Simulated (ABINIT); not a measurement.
Runs of ABINIT 10.8.3 (patched build) on PtS2. The structure is trigonal, space group P-3m1 (No. 164). Conventional cell: a = 3.543 Å, b = 3.543 Å, c = 5.039 Å, α = 90.00°, β = 90.00°, γ = 120.00°. Pt (site symmetry -3m) is surrounded by 6 S at 2.34 Å. S (site symmetry 3m) has 3 Pt at 2.34 Å as nearest neighbours. 

```csv
task,level,potentials or basis,k mesh,cutoff (eV),fine-grid cutoff,mesh quality,gap on the mesh (eV),pressure (GPa),largest force (eV/Å)
band structure,AM05,JTH PAW PBE v2.0,9 × 9 × 5,544,1088.46 eV,not flagged,0.95,7.1,0.92
band structure,BLYP,JTH PAW PBE v2.0,9 × 9 × 5,544,1088.46 eV,not flagged,1.00,(c),(d)
single point,LDA,JTH PAW LDA v2.0,7 × 7 × 4,544,1088.46 eV,not flagged,0.68,4.0,0.88
single point,r2SCAN,JTH PAW PBE v2.0,5 × 5 × 3,653,1251.72 eV,not flagged,1.42,10.0,1.31
single point,PBEsol,JTH PAW PBE v2.0,4 × 4 × 2,544,1088.46 eV,coarse,1.06,(b),1.18
single point,PBEsol,JTH PAW PBE v2.0,5 × 5 × 3,544,1088.46 eV,not flagged,1.21,7.3,(a)
```

Alike in all rows: no spin polarisation; cell as given; smearing fermi-dirac 0.05 eV.

Question: Fill in the values left out.

Answer: (a) 1.11; (b) 7.2; (c) 19.7; (d) 1.92.

Caveats: some runs use coarse meshes; spin-orbit coupling is left out, which moves the levels of the heavy elements; the PAW data sets were made with another functional, which shifts forces and pressure a little (some runs); an odd mesh through Γ misses points on the zone boundary, where band edges often lie (some runs); so large a pressure means that the cell lies far from this level's equilibrium, or that cutoff or potentials fall short (some runs); the potentials were made for another functional, which shifts forces and pressure (some runs).

A k mesh can miss the band edges, and the runs leave out spin-orbit coupling on Pt.
